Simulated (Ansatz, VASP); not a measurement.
# One calculation of SiO2 (Stishovite), two programs

```xyz
6
Lattice="4.2357 0.0000 0.0000 0.0000 4.2357 0.0000 0.0000 0.0000 2.6899" Properties=species:S:1:pos:R:3 pbc="T T T"
Si    0.0000    0.0000    0.0000
Si    2.1178    2.1178    1.3450
O     1.3003    1.3003    0.0000
O     0.8176    3.4181    1.3450
O     2.9354    2.9354    0.0000
O     3.4181    0.8176    1.3450
```

Alike in both runs: functional PBE; k mesh 6 × 6 × 10; occupations fermi-dirac, width 0.02 eV; no spin polarisation.

Ansatz relaxed the structure, and its values are those at the end. VASP's run is a single point on that final structure, the one shown.

|  | VASP | Ansatz |
| --- | --- | --- |
| version | VASP 6.6.1 | Ansatz 0.2.0 |
| potentials or method | VASP PAW PBE potentials, release 64 (Si, O) | PAW plane waves |
| plane-wave cutoff (eV) | 520 | 420 |
| valence electrons in the cell | 32 | 32 |

Ansatz gave:

| Quantity | Value |
| --- | --- |
| gap on the k mesh at the Fermi level (eV) | 5.05 |
| pressure (GPa) | 0.0 |
| rms of the force components (eV/Å) | 0.000 |

Which values does VASP return?

gap on the k mesh at the Fermi level (eV): 5.03; pressure (GPa): 0.3; rms of the force components (eV/Å): 0.009.

A k mesh can miss the band edges. A hybrid or GW would open this gap; PBE tends to underestimate it.
